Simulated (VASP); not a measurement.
A run of VASP 6.6.1 is set up as follows.

INCAR

```
SYSTEM = TiSe2
PREC = Accurate ; ENCUT = 520
EDIFF = 1E-6 ; ISMEAR = 0
SIGMA = 0.03 ; LREAL = .FALSE.
LASPH = .TRUE. ; NELM = 120
ALGO = All ; ISIF = 2
LWAVE = .FALSE. ; LCHARG = .FALSE.
LMAXMIX = 4 ; LDIPOL = .TRUE.
IDIPOL = 3 ; DIPOL = 0.5 0.5 0.500
METAGGA = R2SCAN ; LMIXTAU = .TRUE.
NBANDS = 33 ; LVHAR = .TRUE.
LVACPOTAV = .TRUE. ; AMIN = 0.01
KPAR = 4
```

The input KPOINTS:

```
Automatic mesh
0
G
  12 12 1
  0 0 0
```

The input POSCAR:

```
TiSe2                                   
1.0
    3.4811364334      0.0000000000      0.0000000000
   -1.7405682167      3.0147525875      0.0000000000
    0.0000000000      0.0000000000     27.0684416000
  Se              Ti            
     4     2
Direct
     0.6666666699999979    0.3333333300000021    0.3327489368118250
     0.3333333300000021    0.6666666699999979    0.4481912166227389
     0.6666666699999979    0.3333333300000021    0.5518087833772611
     0.3333333300000021    0.6666666699999979    0.6672510631881750
     0.0000000000000000    0.0000000000000000    0.3908286424951157
     0.0000000000000000    0.0000000000000000    0.6091713575048843
```

Contents of KPOINTS_OPT:

```
explicit points
67
Reciprocal
 0.0000000000  0.0000000000  0.0000000000 1
 0.0357142900  0.0000000000  0.0000000000 1
 0.0714285700  0.0000000000  0.0000000000 1
 0.1071428600  0.0000000000  0.0000000000 1
 0.1428571400  0.0000000000  0.0000000000 1
 0.1785714300  0.0000000000  0.0000000000 1
 0.2142857100  0.0000000000  0.0000000000 1
 0.2500000000  0.0000000000  0.0000000000 1
 0.2857142900  0.0000000000  0.0000000000 1
 0.3214285700  0.0000000000  0.0000000000 1
 0.3571428600  0.0000000000  0.0000000000 1
 0.3928571400  0.0000000000  0.0000000000 1
 0.4285714300  0.0000000000  0.0000000000 1
 0.4642857100  0.0000000000  0.0000000000 1
 0.5000000000  0.0000000000  0.0000000000 1
 0.4791666700  0.0416666700  0.0000000000 1
 0.4583333300  0.0833333300  0.0000000000 1
 0.4375000000  0.1250000000  0.0000000000 1
 0.4166666700  0.1666666700  0.0000000000 1
 0.3958333300  0.2083333300  0.0000000000 1
 0.3750000000  0.2500000000  0.0000000000 1
 0.3541666700  0.2916666700  0.0000000000 1
 0.3333333300  0.3333333300  0.0000000000 1
 0.3137254900  0.3137254900  0.0000000000 1
 0.2941176500  0.2941176500  0.0000000000 1
 0.2745098000  0.2745098000  0.0000000000 1
 0.2549019600  0.2549019600  0.0000000000 1
 0.2352941200  0.2352941200  0.0000000000 1
 0.2156862700  0.2156862700  0.0000000000 1
 0.1960784300  0.1960784300  0.0000000000 1
 0.1764705900  0.1764705900  0.0000000000 1
 0.1568627500  0.1568627500  0.0000000000 1
 0.1372549000  0.1372549000  0.0000000000 1
 0.1176470600  0.1176470600  0.0000000000 1
 0.0980392200  0.0980392200  0.0000000000 1
 0.0784313700  0.0784313700  0.0000000000 1
 0.0588235300  0.0588235300  0.0000000000 1
 0.0392156900  0.0392156900  0.0000000000 1
 0.0196078400  0.0196078400  0.0000000000 1
 0.0000000000  0.0000000000  0.0000000000 1
 0.0000000000  0.0000000000  0.0000000000 1
 0.0067532600 -0.0033766300  0.0000000000 1
-0.0067532600  0.0033766300  0.0000000000 1
 0.0196970200 -0.0098485100  0.0000000000 1
-0.0196970200  0.0098485100  0.0000000000 1
 0.0000000000  0.0058485000  0.0000000000 1
-0.0000000000 -0.0058485000  0.0000000000 1
 0.0000000000  0.0170581200  0.0000000000 1
-0.0000000000 -0.0170581200  0.0000000000 1
 0.5000000000  0.0000000000  0.0000000000 1
 0.5067532600 -0.0033766300  0.0000000000 1
 0.4932467400  0.0033766300  0.0000000000 1
 0.5196970200 -0.0098485100  0.0000000000 1
 0.4803029800  0.0098485100  0.0000000000 1
 0.5000000000  0.0058485000  0.0000000000 1
 0.5000000000 -0.0058485000  0.0000000000 1
 0.5000000000  0.0170581200  0.0000000000 1
 0.5000000000 -0.0170581200  0.0000000000 1
 0.3333333300  0.3333333300  0.0000000000 1
 0.3400865900  0.3299567000  0.0000000000 1
 0.3265800700  0.3367099600  0.0000000000 1
 0.3530303500  0.3234848200  0.0000000000 1
 0.3136363100  0.3431818400  0.0000000000 1
 0.3333333300  0.3391818300  0.0000000000 1
 0.3333333300  0.3274848300  0.0000000000 1
 0.3333333300  0.3503914500  0.0000000000 1
 0.3333333300  0.3162752100  0.0000000000 1
```

Potentials or basis: VASP PAW PBE potentials, release 64 (Se, Ti_sv).

Run with:

```console
$ cat potpaw_PBE.64/Se/POTCAR potpaw_PBE.64/Ti_sv/POTCAR > POTCAR
$ mpirun -np 4 vasp_std > vasp.out
```

Task: What does it give for the largest force?

Result: 0.320 eV/Å.

Task: What does it give for the band gap along the path?

Result: None (metal or under the smearing width).

Task: What does it give for the work function of the lower face?

Result: 5.48 eV.

Task: What does it give for the work function of the upper face?

Result: 5.48 eV.

Forces on the atoms (eV/Å):
```
Se   0.000  0.000  0.165
Se   0.000  0.000 -0.320
Se   0.000  0.000  0.320
Se   0.000  0.000 -0.165
Ti   0.000  0.000 -0.110
Ti   0.000  0.000  0.110
```

Caveat: the PAW data sets were made with another functional, which shifts forces and pressure a little.
